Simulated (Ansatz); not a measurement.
# ZnSe: pressure and energy less free atoms against volume scale

Results calculated with Ansatz 0.2.0, not measured. Periodic Kohn-Sham DFT of a crystal at fixed atoms, scaled to volume_scale times the given cell; pressure positive in compression, energy less spherical unpolarised free atoms, largest_vzz the field gradient of largest size among the nuclei.

The cell before it is scaled or strained (space group F-43m, No. 216):
```
CELL_PARAMETERS angstrom
0.00000 2.83380 2.83380
2.83380 0.00000 2.83380
2.83380 2.83380 0.00000
ATOMIC_POSITIONS crystal
Zn 0.00000 0.00000 0.00000
Se 0.75000 0.75000 0.75000
```

Settings of every row: method all-electron LAPW; functional LDA; relativity scalar; k mesh 8x8x8; filling fermi-dirac; smearing width 0.03 eV; basis error target 1 meV/atom; nucleus gaussian.

Atom start moment: 0 on all atoms.

| row | volume scale | V (Å³/atom) | pressure (GPa) | energy less free atoms (eV/atom) |
| --- | --- | --- | --- | --- |
| 1 | 0.94 | 21.391 | 0.636 | -3.6856 |
| 2 | 0.9405 | 21.403 | 0.596 | -3.6856 |
| 3 | 0.96 | 21.846 | -0.86 | -3.6852 |
| 4 | 0.97 | 22.074 | -1.545 | -3.6835 |
| 5 | 0.98 | 22.301 | -2.191 | -3.6808 |
| 6 | 1 | 22.757 | -3.374 | -3.6729 |
| 7 | 1.01 | 22.984 | -3.916 | -3.6677 |
| 8 | 1.02 | 23.212 | -4.426 | -3.6617 |
| 9 | 1.03 | 23.439 | ? | ? |
| 10 | 1.04 | 23.667 | -5.361 | -3.6478 |
| 11 | 1.06 | 24.122 | -6.191 | -3.6313 |

Question: what pressure and energy less free atoms should row 9 give?

Worked fit of pressure. Take u = (V_r/V)^(2/3) − 1 with V_r = 22.529 Å³ an atom, which is twice the finite (Eulerian) strain; such expansions in the strain, on which the Birch-Murnaghan equation of state is built, carry the rest volume and the bulk modulus. The shown rows have u = 0.03516, 0.03477, 0.02074, 0.01369, 0.0068, -0.00669, -0.01324, -0.01971, -0.03232, -0.04453. Least squares give pressure = −2.8 + 87.792 × u + 273.6 × u² + 274 × u³ GPa; a parabola predicts inner rows, each left out in turn, worse (root mean square 0.0048 against 0.0014 GPa). The rows lie off it by -0.001, 0.001, -0.001, 0.001, -0.001, 0.001, -0.001, 0.000, 0.000, 0.000. The pressure vanishes at u = 0.0292, or V = 21.58 Å³ an atom, and there the bulk modulus at fixed shape and fractions is B = −V dP/dV = (2/3)(1 + u) dP/du = 71.7 GPa. The withheld row has u = -0.02605, so the fit gives −2.8 + 87.792 × (-0.02605) + 273.6 × (-0.02605)² + 274 × (-0.02605)³ = -4.906 GPa.

The calculation gave -4.908 GPa. The fit lies 0.002 GPa (0.029 % of the column's range) above it; its largest miss of a shown row is 0.001 GPa.

Worked fit of energy less free atoms. Take u = (V_r/V)^(2/3) − 1 with V_r = 22.529 Å³ an atom, which is twice the finite (Eulerian) strain; such expansions in the strain, on which the Birch-Murnaghan equation of state is built, carry the rest volume and the bulk modulus. The shown rows have u = 0.03516, 0.03477, 0.02074, 0.01369, 0.0068, -0.00669, -0.01324, -0.01971, -0.03232, -0.04453. Least squares give energy less free atoms = −3.67726 − 0.5884 × u + 9.984 × u² eV/atom; a straight line predicts inner rows, each left out in turn, worse (root mean square 0.006 against 5.6e-05 eV/atom). The rows lie off it by 0.0000, 0.0000, 0.0000, -0.0001, 0.0000, 0.0000, 0.0000, 0.0001, 0.0000, 0.0000. Its lowest point lies at u = 0.0295, or V = 21.57 Å³ an atom, and the curvature there gives the bulk modulus at fixed shape and fractions, B = (4/9)(1 + u)² E″(u)/V = 69.9 GPa. The withheld row has u = -0.02605, so the fit gives −3.67726 − 0.5884 × (-0.02605) + 9.984 × (-0.02605)² = -3.6552 eV/atom.

The calculation gave -3.6551 eV/atom. The fit lies 0.0001 eV/atom (0.18 % of the column's range) below it, one unit of the last digit.
